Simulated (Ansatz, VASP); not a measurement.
Au in VASP and in Ansatz

```
Au
1.0
    -1.58798    1.58798    1.58798
     1.58798   -1.58798    1.58798
     1.58798    1.58798   -1.58798
Au
1
Direct
  0.00000 0.00000 0.00000
```

Alike in both runs: task single point; functional PBEsol; k mesh 18 × 18 × 18; occupations gaussian, width 0.1 eV; no spin polarisation.

|  | VASP | Ansatz |
| --- | --- | --- |
| version | VASP 6.6.1 | Ansatz 0.2.0 |
| potentials or method | VASP PAW PBE potentials, release 64 (Au) | scalar-relativistic, plane waves, PAW |
| plane-wave cutoff (eV) | 520 | 420 |
| valence electrons in the cell | 11 | 19 |

|  | VASP | Ansatz | Ansatz less VASP |
| --- | --- | --- | --- |
| gap on the k mesh at the Fermi level (eV) | none | none | - |
| pressure (GPa) | 12.6 | 12.9 | +0.37 |

A gap of «none» marks a metal or a gap that the smearing closes. The two sets of potentials don't hold the same shells in valence.

Caveats: the PAW data sets were made with another functional, which shifts forces and pressure a little (VASP). The runs have no spin-orbit coupling, so splittings on Au are missing.
